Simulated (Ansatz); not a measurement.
## FeCo (Pm-3m): electronic heat capacity from the density of states

Method: DFT PBE, scalar-relativistic, plane waves, PAW in Ansatz 0.2.0.

Plane waves to 420 eV, a k mesh through Γ of 14×14×14 on the computed 2-atom cell and Gaussian smearing (0.10 eV); collinear spin from starting moments 3.09 2.02 μB.

Relaxed cell: Pm-3m, a = 2.845 Å, b = 2.845 Å, c = 2.845 Å, α = 90.00°, β = 90.00°, γ = 90.00°, 2 atoms in the primitive cell. Whether it is the stable form of this composition wasn't checked.

The density of states at the Fermi level is 1.410 states/eV in the cell of 2 atoms (1 formula unit; both spins, tetrahedra on a 21×21×21 mesh). The run ends with a moment of 4.54 μB a cell (largest on a site 2.81 μB), and the figure is for this state; a paramagnetic sample can have a quite different one. Another magnetic order, if the compound takes it, can change N(E_F) and the shape of the cell a good deal.

Question: What Sommerfeld coefficient does this give?

Answer: Per formula unit N(E_F) = 1.410 states/eV. γ = (π²/3) k_B² N(E_F) N_A = 2.357 mJ/(mol K²) per state/eV, so γ = 3.3 mJ/(mol K²), a mole of formula units. This is the bare band result: a measured γ of the same phase and magnetic order is as a rule larger by a factor 1 + λ from phonons and spin fluctuations. N(E_F) at one energy is sensitive to the mesh where the density of states has sharp peaks.

Only parallel moments were tried here.

Only this magnetic start was tried.